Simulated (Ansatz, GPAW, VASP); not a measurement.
## One calculation of Pd, 4 ways

```
Pd
1.0
     0.00000    1.94650    1.94650
     1.94650    0.00000    1.94650
     1.94650    1.94650    0.00000
Pd
1
Direct
  0.00000 0.00000 0.00000
```

Alike in all runs: task single point; functional PBE; k mesh 12 × 12 × 12; occupations gaussian, width 0.012 eV; no spin polarisation; no spin-orbit coupling. Pressure is positive in compression and, in plane waves, holds the error of the finite cutoff, which Ansatz's Pulay term estimates and takes out.

```
                        program and potentials  plane-wave cutoff (eV)                                                                      notes  band gap (eV)  pressure (GPa)
                            Ansatz, Ansatz PAW                     420  18 valence electrons an atom on average; Pulay term of +0.07 GPa included         no gap            6.91
    GPAW, GPAW PAW data sets (gpaw-data 1.2.1)                     600                                    16 valence electrons an atom on average         no gap            6.87
Ansatz, all-electron LAPW, scalar-relativistic                       -                                                                          -         no gap            6.81
                VASP, PBE PAW files Pd, 520 eV                     520                                    10 valence electrons an atom on average         no gap            6.63
```

None finds a gap. The pressure spans 6.63 (VASP, PBE PAW files Pd, 520 eV) to 6.91 GPa (Ansatz, Ansatz PAW), with all-electron results at 6.81.

The functional is the same throughout but for its coding, so the spread measures potentials, basis and numerics; runs on potential files found faulty are left out.

All four calculations put this cell under clear compression, so PBE would favour a larger volume. The cell lies close to the measured lattice constant of fcc palladium, and the positive pressure reflects the known tendency of PBE to underbind the late 4d metals rather than a real stress in the crystal. The differences between codes are small beside this shared offset.

The lowest value, 6.63 GPa, comes from the only potential that leaves the 4p shell in the core. Freezing that shell may contribute, but other details of the potential could do the same. Pressure does not simply rise with the number of electrons treated, as the all-electron result of 6.81 GPa lies below both semicore calculations.

The absence of a gap is expected: the free atom has a filled 4d shell, but in the solid the d band overlaps the broad sp band, which leaves d holes at the Fermi level. Whether palladium's strong exchange enhancement tips into ferromagnetism at this volume remains untested.
